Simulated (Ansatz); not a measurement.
## From the elastic tensor of SiC at 79.7 GPa (stress–strain coefficients) to moduli and sound speeds

Level of theory: DFT LDA, scalar-relativistic, plane waves, PAW (Ansatz 0.2.0). Plane waves to 420 eV; Γ-centred k mesh 20×20×20; fixed occupations. No spin polarisation.

It takes space group Fm-3m (No. 225, cubic). The conventional cell has a = 3.757 Å, b = 3.757 Å, c = 3.757 Å, α = 90.00°, β = 90.00°, γ = 90.00°. C (site symmetry m-3m) is surrounded by 6 Si at 1.88 Å. Around Si (site symmetry m-3m) lie 6 C at 1.88 Å.

The cell is the ideal cubic rocksalt prototype; this isn't the usual structure of the compound. The bands were filled as in an insulator; under compression the gap may have closed between mesh points.

Relaxed-ion constants (GPa, on the Cartesian axes of the calculation):
```
1172.5  284.7  284.7    0.0    0.0    0.0
 284.7 1172.5  284.7    0.0    0.0    0.0
 284.7  284.7 1172.5    0.0    0.0    0.0
   0.0    0.0    0.0  573.0    0.0    0.0
   0.0    0.0    0.0    0.0  573.0    0.0
   0.0    0.0    0.0    0.0    0.0  573.0
```

Density 5.024 g/cm³; 2 atoms in 13.25 Å³.

The values that follow are for a polycrystal of randomly turned grains, by Hill's mean where one number stands.

With S = C⁻¹: B_V = (C11+C22+C33+2(C12+C13+C23))/9, G_V = (C11+C22+C33−C12−C13−C23+3(C44+C55+C66))/15, 1/B_R = S11+S22+S33+2(S12+S13+S23), 15/G_R = 4(S11+S22+S33−S12−S13−S23)+3(S44+S55+S66); Hill is their mean. Then v_l = √((B+4G/3)/ρ), v_t = √(G/ρ), v_m = [(2/v_t³+1/v_l³)/3]^(−1/3) and Θ = (ħ/k_B)·v_m·(6π²n/V)^(1/3) for n atoms in the volume V; E = 9BG/(3B+G), ν = (3B−2G)/(2(3B+G)) and A^U = 5G_V/G_R + B_V/B_R − 6.

```json
{"Bulk modulus, Voigt / Reuss / Hill": "580.6 / 580.6 / 580.6 GPa", "Shear modulus, Voigt / Reuss / Hill": "521.4 / 513.3 / 517.4 GPa", "Young's modulus": "1197 GPa", "Poisson ratio": "0.156", "Pugh ratio B/G": "1.12", "Universal anisotropy index": "0.08", "Longitudinal and transverse sound speeds": "15903 and 10148 m/s", "Debye temperature from the mean sound speed": "1768 K"}
```

Cost: 1 run of about 1 core-minutes, on Intel Xeon Processor @ 2.50GHz (Skylake/Cascade Lake) (shared hosts).

Compressed rocksalt SiC resists shear almost as strongly as it resists volume change, which gives the low Poisson ratio. The telling feature is that C12 lies far below C44. For purely central forces in this structure, pressure would place C12 above C44, so the reversed order points to strong angular forces. These probably come from directional Si–C p bonding that persists in octahedral coordination, alongside the ionic contribution. Stiff bonds between light atoms also explain the fast sound and high Debye temperature.

The crystal is only mildly anisotropic: C44 exceeds (C11 − C12)/2, so the cube axes are the directions of lowest Young's modulus. Part of the large bulk modulus reflects the compression itself, and it can't be read as an ambient-pressure property or as a measure of hardness. The constants satisfy the cubic stability conditions under load, so the lattice withstands small homogeneous strains at this pressure. That settles neither its stability against finite-wavelength phonons nor its enthalpy relative to zinc blende.
